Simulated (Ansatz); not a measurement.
MoS2 built on the 3R-MoS2 prototype at its r2SCAN+rVV10 geometry, in Ansatz. The base run uses PBE on a modest mesh; each further run changes one setting, sensibly or not. Doubtful ones may also carry a cap on iterations. All numbers are computed, and spin polarisation is off unless an edit sets a moment.

Base input:
```yaml
crystal:
  lattice:
    - [1.5875907338, 0.9165959375, 6.1939396005]
    - [-1.5875907338, 0.9165959375, 6.1939396005]
    - [0.0, -1.8331918751, 6.1939396005]
  atoms:
    - { symbol: Mo, position: [-1.46006e-05, -1.46006e-05, -1.46006e-05] }
    - { symbol: S, position: [0.417001512, 0.417001512, 0.417001512] }
    - { symbol: S, position: [0.2496797553, 0.2496797553, 0.2496797553] }
kpoints:
  mp_grid: { grid: [6, 6, 6] }
hamiltonian:
  xc: pbe
scf:
  occupations: { method: fixed }
  n_extra_bands: 4
output:
  forces: true
  stress: true
  eigenvalues: true
  write_density: true
  write_potential: true
  elf: true
  volumetric_format: npy
```

Base results:
```
Basis set: ecut = 420 eV, 1035 PW (Γ), FFT grids on a1−a2, a2, −a2+a3
Symmetry: 6 space group operations
Space group: R3m (ITA 160)
k-points: 32 of 216 (time reversal used)
SCF converged after 7 iterations
Free energy (F): -6762.776342 eV
Fermi energy:    10.780531 eV
--- Forces (eV/Å), atoms counted from 1 ---
  atom   1  Mo      0.00000      0.00000      0.00111
  atom   2  S       0.00000      0.00000      0.11491
  atom   3  S       0.00000      0.00000    -0.11602
--- Stress (GPa, compression-positive) ---
        1.914670       0.000000       0.000000
        0.000000       1.914670       0.000000
        0.000000       0.000000       3.333042
  P = ⅓ Tr σ = 2.3875 GPa (23.875 kbar)
--- Band table (eV; the first three rows and the last of 32) ---
  k-point 0: bands = […, 7.4325, 7.4325, 8.5319, 8.5319, 9.5333, 9.6528, 12.8062, 12.8062, 13.1834, 13.1834]
  k-point 1: bands = […, 6.6745, 7.4384, 7.8489, 7.9727, 9.4734, 9.6861, 12.2489, 12.8060, 12.8753, 13.3873]
  k-point 2: bands = […, 5.8394, 6.1381, 7.1615, 8.7326, 8.7549, 9.0550, 12.2211, 12.3780, 13.8365, 14.0516]
  k-point 31: bands = […, 7.3517, 7.4183, 7.4183, 8.5592, 8.5592, 10.7805, 12.8951, 12.8951, 13.0588, 13.0588]
```
The gap over this mesh is 0.954 eV.

Command: `ansatz run input.yaml --threads 4 --pin off --max-ram 3686MiB --backend cpu --events-out ev --progress --plain --runs-dir out`. Wall time 1.5 s on 4 threads of Intel(R) Xeon(R) Platinum 8375C CPU @ 2.90GHz (Ice Lake), with other jobs on the host, load about 0.5 per core; peak host memory 0.43 GiB.

Question: These lines are set or replaced. What follows?
```yaml
basis:
  xc_grid: 3
```

Answer: Energy, stress and gap stay within 1 meV an atom, 0.1 GPa and 0.005 eV of the base. The result hardly depends on this setting here.

Question: These lines are set or replaced. What follows?
```yaml
scf:
  convergence: { dr2_threshold: 0.0001 }
  max_iter: 57
```

Answer: It converges in 6 iterations against the base's 7. Even so loose a threshold leaves the results unchanged here, which can't be counted on.
```
Warning: scf.convergence.dr2_threshold = 1e-4 eV is looser than this run's default, which is 1e-7 eV or tighter. The error in the forces grows as the threshold's square root, so leave the key out unless less accurate forces are enough
```

Question: The input is altered as follows. How does the run end?
```yaml
hamiltonian:
  xc: mr2scan
```

Answer: The cutoff follows the functional, from 420 to 500 eV. The mean stress moves by -1.24 GPa and the gap on the mesh by +0.076 eV (to 1.031). It's another functional on the same cell, so totals aren't comparable.
```
Basis set: ecut = 500 eV, 1379 PW (Γ), FFT grids on a1−a3, a2−a3, a3
SCF converged after 9 iterations
Free energy (F): -6782.147643 eV
Fermi energy:    10.677397 eV
--- Forces (eV/Å), atoms counted from 1 ---
  atom   1  Mo      0.00000      0.00000    -0.00054
  atom   2  S       0.00000      0.00000    -0.05031
  atom   3  S       0.00000      0.00000      0.05087
--- Stress (GPa, compression-positive) ---
        1.187694       0.000000       0.000000
        0.000000       1.187694       0.000000
        0.000000       0.000000       1.079171
  P = ⅓ Tr σ = 1.1515 GPa (11.515 kbar)
--- Band table (eV; the first three rows and the last of 32) ---
  k-point 0: bands = […, 7.1489, 7.1489, 8.2814, 8.2814, 9.3128, 9.5210, 12.8422, 12.8422, 13.2096, 13.2096]
  k-point 1: bands = […, 6.3756, 7.1477, 7.5762, 7.7026, 9.2897, 9.5219, 12.2698, 12.8176, 12.9467, 13.4421]
  k-point 2: bands = […, 5.5151, 5.8248, 6.8580, 8.4785, 8.5277, 8.8909, 12.2267, 12.3765, 13.9640, 14.1296]
  k-point 31: bands = […, 7.0767, 7.1335, 7.1335, 8.3107, 8.3107, 10.6774, 12.9339, 12.9339, 13.0803, 13.0803]
```

One of the further runs printed
```
SCF converged after 7 iterations
Free energy (F): -6764.035236 eV
Fermi energy:    10.780534 eV
--- Forces (eV/Å), atoms counted from 1 ---
  atom   1  Mo      0.00000      0.00000      0.00057
  atom   2  S       0.00000      0.00000      0.11785
  atom   3  S       0.00000      0.00000    -0.11840
--- Stress (GPa, compression-positive) ---
       -1.921375       0.000000       0.000000
        0.000000      -1.921375       0.000000
        0.000000       0.000000      -0.467070
  P = ⅓ Tr σ = -1.4366 GPa (-14.366 kbar)
--- Band table (eV; the first three rows and the last of 32) ---
  k-point 0: bands = […, 7.4325, 7.4325, 8.5319, 8.5319, 9.5333, 9.6528, 12.8062, 12.8062, 13.1834, 13.1834]
  k-point 1: bands = […, 6.6745, 7.4384, 7.8489, 7.9727, 9.4734, 9.6861, 12.2489, 12.8060, 12.8753, 13.3873]
  k-point 2: bands = […, 5.8394, 6.1381, 7.1615, 8.7326, 8.7549, 9.0550, 12.2211, 12.3780, 13.8365, 14.0516]
  k-point 31: bands = […, 7.3517, 7.4183, 7.4183, 8.5592, 8.5592, 10.7805, 12.8951, 12.8951, 13.0588, 13.0588]
```

Question: Which setting had been changed?
A. scf.occupations: methfessel_paxton 4
B. basis.ecutwfc: 250
C. scf.mixing.beta: 0.005
D. hamiltonian.dispersion: d3bj

Answer: D. The free energy moves by -420 meV an atom, the mean stress by -3.82 GPa and the gap on the mesh by 0.000 eV (to 0.954). A pairwise correction adds to energy, forces and stress and leaves the bands alone.

Question: The input is altered as follows. How does the run end?
```yaml
scf:
  mixing: { ndim: 30 }
  max_iter: 95
```

Answer: It converges in 7 iterations, as the base does. This key steers the way to the solution, not the solution: the results stay as they were.

Question: Predict the outcome of this edit.
```yaml
basis:
  ecutwfc: 300
```

Answer: 635 plane waves in place of 1035. The free energy moves by +26 meV an atom, the mean stress by +0.22 GPa and the gap on the mesh by +0.002 eV (to 0.956). The basis is too small: these are errors of the cutoff.
```
Warning: basis.ecutwfc = 300 eV is below the records' recommended 420 eV, and the density's cutoff is lower with it unless basis.ecutrho_ratio is high enough to keep the records' density cutoff: compare with a run at a higher cutoff
Basis set: ecut = 300 eV, 635 PW (Γ), FFT grids on a1−a3, a2−a3, a3
SCF converged after 8 iterations
Free energy (F): -6762.697012 eV
Fermi energy:    10.778608 eV
--- Forces (eV/Å), atoms counted from 1 ---
  atom   1  Mo      0.00000      0.00000      0.00044
  atom   2  S       0.00000      0.00000      0.13467
  atom   3  S       0.00000      0.00000    -0.13512
--- Stress (GPa, compression-positive) ---
        2.150669       0.000000       0.000000
        0.000000       2.150669       0.000000
        0.000000       0.000000       3.518037
  P = ⅓ Tr σ = 2.6065 GPa (26.065 kbar)
```

The runs are scalar-relativistic, without spin-orbit coupling.
